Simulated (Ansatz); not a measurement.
# Al2Ru: under pressure

Aim: relax Al2Ru at pressures from -1 to 90 GPa within the symmetry of the start, and follow volume, cell shape and gap.

Computed with Ansatz 0.2.0 (DFT r2SCAN, scalar-relativistic, plane waves, PAW, unless a step's input says otherwise).

1 further run of the same task is left out (set aside as unsound or not needed).

### 1 Starting point

It takes space group I4/mmm (No. 139, tetragonal). The conventional cell has a = 3.122 Å, b = 3.122 Å, c = 8.445 Å, α = 90.00°, β = 90.00°, γ = 90.00°. Al (site symmetry 4mm) has 5 Ru at 2.58 to 2.88 Å and 5 Al at 2.69 Å as nearest neighbours. Ru (site symmetry 4/mmm) has 10 Al at 2.58 to 2.88 Å as nearest neighbours.

As a file:

```xyz
3
Lattice="-1.5609 1.5609 4.2225 1.5609 -1.5609 4.2225 1.5609 1.5609 -4.2225" Properties=species:S:1:pos:R:3 pbc="T T T"
Al    0.0000    0.0000    5.5660
Al    0.0000    0.0000    2.8789
Ru    0.0000    0.0000    0.0000
```

It goes back to an entry of the Materials Project, which need not be the stable form.

It is the result of an earlier relaxation at this level (volume 13.72 Å³/atom; gap on the mesh: none (metal)).

### 2 Target pressure -1 GPa

The input, input.yaml:

```yaml
crystal:
  lattice:
    - [-1.5660023992, 1.5660023992, 4.2362667009]
    - [1.5660023992, -1.5660023992, 4.2362667009]
    - [1.5660023992, 1.5660023992, -4.2362667009]
  atoms:
    - { symbol: Al, position: [0.6590940356, 0.6590940356, 0.0] }
    - { symbol: Al, position: [0.3409059644, 0.3409059644, 0.0] }
    - { symbol: Ru, position: [0.0, 0.0, 0.0] }
basis:
  ecutwfc: 500
kpoints:
  mp_grid: { grid: [18, 18, 18] }
hamiltonian:
  xc: r2scan
scf:
  occupations: { method: gaussian, width: 0.1 }
output:
  forces: true
  stress: true
  eigenvalues: true
relax:
  adjacent_minimum: "off"
  f_tol: 0.008
  max_steps: 50
  cell: { stress_tol: 0.08, p_target: -1.0 }
```

Command:

```sh
$ ansatz run input.yaml --threads 1 --pin off --max-ram 2560MiB --backend cpu --events-out ev --progress --plain --runs-dir out
```

Further runs follow: relaxing at 1 GPa; relaxing at 4 GPa; target pressure 12 GPa; 25 GPa; target pressure 50 GPa; 90 GPa.

**Question.** What will these runs give? Wanted: bulk modulus B0; B0'.

As calculated:

| quantity | value |
| --- | --- |
| volume at 90 GPa | 10.43 Å³/atom, V/V0 = 0.760 |
| bulk modulus B0 (third-order Birch-Murnaghan) | 185 GPa |
| B0' | 4.2 |

**Reading.** At 90 GPa the crystal has lost 24.0 % of its volume. The points follow one equation of state, B0 = 185 GPa. Other structures may take over in this range; these runs cannot find them.
